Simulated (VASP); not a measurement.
**Sr: single point with PBE**

Sr:

```
Sr
1.0
     0.06610    3.01958    2.96526
     3.13463    0.00753    3.02383
     3.12896    3.07248    0.01320
Sr
1
Direct
  0.99000 0.99567 0.01497
```

The cell isn't the ideal one: cell strained at random at fixed volume.

| Property | Result |
| --- | --- |
| Program | VASP 6.6.1 |
| Task | single point |
| Functional | PBE |
| Potentials or basis | VASP PAW PBE potentials, release 64 (Sr_sv) |
| Cutoff | 520 eV |
| k mesh | 8 × 8 × 8 |
| Occupations | fermi-dirac, width 0.05 eV |
| Spin | no spin polarisation |
| Further INCAR settings | ALGO = Normal; EDIFF = 1e-07; NBANDS = 11 |

```yaml
Pressure: -0.3 GPa
Band_gap_on_the_k_mesh: none (metal or under the smearing width)
```

Stress tensor (GPa, compression positive):
```
-0.43 -0.23 -0.28
-0.23 -0.29  0.19
-0.28  0.19 -0.21
```

Levels at points of the mesh, in eV from the Fermi level:
```
           k point  band 3  band 4  band 5  band 6  band 7  band 8
(0.00, 0.00, 0.00)  -18.53  -18.53   -3.58    2.19    2.32    2.52
(0.50, 0.00, 0.00)  -18.57  -18.56   -0.99    0.18    2.02    2.25
(0.00, 0.50, 0.00)  -18.56  -18.55   -1.11    0.03    2.00    2.43
(0.50, 0.50, 0.00)  -18.61  -18.60   -0.54    0.35    1.19    4.75
(0.00, 0.00, 0.50)  -18.56  -18.55   -1.09    0.05    2.05    2.36
(0.50, 0.00, 0.50)  -18.60  -18.59   -0.59    0.40    1.04    4.73
(0.00, 0.50, 0.50)  -18.59  -18.59   -0.64    0.43    0.89    4.78
(0.50, 0.50, 0.50)  -18.56  -18.55   -1.12    0.02    2.15    2.29
```

Run time: 85 s on 1 thread of Intel(R) Xeon(R) 6975P-C (Granite Rapids) (shared host), peak memory 0.31 GiB.
